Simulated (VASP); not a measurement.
Here is a VASP 6.6.1 calculation.

POSCAR

```
CdSe
1.0
    4.3284776511      0.0000000000      0.0000000000
   -2.1642388256      3.7485716056      0.0000000000
    0.0000000000      0.0000000000      7.0664914211
Cd Se
2 2
Direct
    0.6666666667      0.3333333333      0.5000000000
    0.3333333333      0.6666666667      0.0000000000
    0.6666666667      0.3333333333      0.8850000000
    0.3333333333      0.6666666667      0.3850000000
```

Contents of INCAR.step1:

```
PREC = Accurate
ENCUT = 520
ISMEAR = -1
SIGMA = 0.05
LREAL = False
LASPH = True
NELM = 100
NBANDS = 26
GGA = PE
ALGO = Normal
EDIFF = 1E-4
LWAVE = True
LCHARG = False
```

The input INCAR.step2:

```
PREC = Accurate
ENCUT = 520
EDIFF = 1E-6
ISMEAR = -1
SIGMA = 0.05
LREAL = False
LASPH = True
NELM = 100
ALGO = Normal
ISIF = 2
LWAVE = False
LCHARG = False
METAGGA = R2SCAN
LMIXTAU = True
NBANDS = 26
ISTART = 1
```

The input KPOINTS:

```
Automatic mesh
0
Gamma
  7 7 4
```

Potentials or basis: VASP PAW PBE potentials, release 64 (Cd, Se).

Launch:

```sh
$ cat potpaw_PBE.64/Cd/POTCAR potpaw_PBE.64/Se/POTCAR > POTCAR
$ cp INCAR.step1 INCAR
$ mpirun -np 1 vasp_std > vasp.out
$ cp INCAR.step2 INCAR
$ mpirun -np 1 vasp_std > vasp.out
```

Q: Predict the largest force.

A: 0.266 eV/Å.

Q: Predict the band gap on the k mesh.

A: 1.14 eV, direct.

Q: What does it give for the pressure?

A: 0.7 GPa.

Stress tensor (GPa, compression positive):
```
 1.34  0.00  0.00
 0.00  1.34  0.00
 0.00  0.00 -0.52
```

Caveat: the PAW data sets were made with another functional, which shifts forces and pressure a little.

**What was measured.**

From a printed reference work, data compilation, for a bulk crystal of CdSe at 2 K: band gap 1.841 eV.

Against the measured gap of CdSe, 1.841 eV (2 K; a printed reference work, data compilation), the calculated 1.14 eV is off by -0.70 eV. Spin-orbit coupling on Cd, Se is left out. The value is that of r2SCAN, without temperature or zero-point motion.
